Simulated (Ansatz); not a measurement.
# SiC: a short molecular-dynamics run

Aim: set SiC (a distorted structure, 4 atoms, not relaxed) in motion for 20 steps of 3 fs at constant energy, with velocities drawn for 900 K, and see how temperature, energy and positions respond.

Program: Ansatz 0.2.0. Level of theory: DFT PBE, plane waves, PAW, scalar-relativistic, no spin polarisation. These are calculated values, not measurements.

The cell holds 4 atoms (C2Si2): a = 5.439 Å, b = 3.173 Å, c = 3.068 Å, α = 59.64°, β = 75.74°, γ = 91.46°.

As a file:

```xyz
4
Lattice="-2.3374 4.3715 2.2389 2.2549 -0.0375 2.2313 2.2149 2.1233 0.0025" Properties=species:S:1:pos:R:3 pbc="T T T"
Si    0.0312    0.0357    0.0232
Si    2.1396    4.3172    2.2518
C     1.1382    1.0903    1.1450
C     1.0629    3.1680    3.3455
```

The structure above is the start of the run; the results belong to its end.

```
                             quantity                          value
                               length               20 steps of 3 fs
     temperature, first and last step                  900 and 368 K
             temperature, second half  mean 490 K, from 192 to 905 K
        potential energy, second half    +41 meV/atom from the start
   largest change of the total energy                  3.19 meV/atom
mean square displacement, second half           C 0.015, Si 0.003 Å²
```

In words: The temperature starts at 900 K and averages 490 K in the second half, where it ranges from 192 to 905 K. The total energy strays from its start by at most 3.19 meV/atom, 6.1 % of the mean kinetic energy, which is poor: the step of 3 fs is too long for the fastest motion. The farthest move is 0.21 Å, against a mean nearest distance of 1.9 Å at the start: no atom has changed site so far. 60 fs on 4 atoms is far too short and small for converged averages. The k-mesh is coarse.

**Question.** Which input and command would start the first run of this session?

One input that does so (others would too):

input.yaml

```yaml
crystal:
  lattice:
    - [-2.337362, 4.371508, 2.238867]
    - [2.254891, -0.037467, 2.231329]
    - [2.214929, 2.123289, 0.002495]
  atoms:
    - { symbol: Si, position: [0.003249, 0.00714, 0.010239] }
    - { symbol: Si, position: [0.508348, 0.49798, 0.995452] }
    - { symbol: C, position: [0.1278, 0.384612, 0.257178] }
    - { symbol: C, position: [0.617507, 0.879473, 0.23618] }
kpoints:
  mp_grid: { grid: [3, 5, 6] }
magnetization:
  spin_polarized: false
scf:
  occupations: { method: fermi_dirac, width: 0.1 }
hamiltonian:
  pseudopotentials: { kind: paw }
  xc: pbe
basis:
  ecutwfc: 420
md:
  timestep: 3.0
  n_steps: 20
  ensemble: nve
  temperature: 900.0
  initial_velocities: maxwell_boltzmann
  seed: 629255
```

The run is started by

```console
$ ansatz run input.yaml --threads 2 --pin off --max-ram 2560MiB --backend cpu --events-out ev --progress --plain --runs-dir out
```
